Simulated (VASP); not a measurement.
Pd:

```
CELL_PARAMETERS angstrom
3.60384 0.00000 0.00000
-1.80192 3.12102 0.00000
0.00000 0.00000 4.08868
ATOMIC_POSITIONS crystal
Pd 0.22540 0.00000 0.33333
Pd 0.00000 0.22540 0.66667
Pd 0.77460 0.77460 0.00000
```

The cell was built by a generator and needn't be a form met in nature.

| Quantity | Value |
| --- | --- |
| Program | VASP 6.6.1 |
| Task | relaxation of cell and atoms |
| Functional | PBE |
| Potentials or basis | VASP PAW PBE potentials, release 64 (Pd) |
| Cutoff | 600 eV |
| k mesh | 6 × 6 × 4 |
| Occupations | gaussian, width 0.1 eV |
| Spin | no spin polarisation |

At the start: pressure 95.9 GPa; volume 15.33 Å³/atom.

Question: Where does the relaxation end?

Answer: Over 13 steps the energy falls by 2882.7 meV/atom and the volume is 17.75 Å³/atom (+15.8 %); space group Pm-3m (No. 221, to 0.05 Å).

Step by step:
```
step  energy change (eV)  largest force (eV/Å)  pressure (GPa)  volume (Å³)
   1              0.0000               17.6980           95.92        45.99
   2             -2.6504                0.1282           -8.81       135.25
   3             -3.3772                0.1798           -9.56       122.52
   4             -3.9847                0.2108          -10.68       112.54
   5             -7.0936                0.0363          -15.96        74.64
   6             -8.3698                0.5887           -8.59        59.24
   7             -8.2915                1.9005            1.38        54.59
   8             -8.4008                0.8825           -6.22        57.74
   9             -8.4013                0.9874           -5.39        57.32
  10             -8.5760                0.7370            1.15        53.16
  11             -8.5844                0.6591            3.31        52.16
  12             -8.6443                0.1321            0.55        52.97
  13             -8.6481                0.0085           -0.17        53.25
```

Final structure:
```cif
data_structure
_symmetry_space_group_name_H-M 'P 1'
_symmetry_Int_Tables_number 1
_cell_length_a 3.6938
_cell_length_b 3.6938
_cell_length_c 4.5062
_cell_angle_alpha 90.000
_cell_angle_beta 90.000
_cell_angle_gamma 120.000
_cell_volume 53.25
loop_
_atom_site_label
_atom_site_type_symbol
_atom_site_fract_x
_atom_site_fract_y
_atom_site_fract_z
_atom_site_occupancy
Pd1 Pd 0.33290 0.00000 0.33333 1
Pd2 Pd 0.00000 0.33290 0.66667 1
Pd3 Pd 0.66710 0.66710 0.00000 1
```

Caveat: the k mesh is coarse (spacing up to 0.38 Å⁻¹), so the values aren't converged; the volume moved by over 15 % at a fixed basis, so the end points are rough.
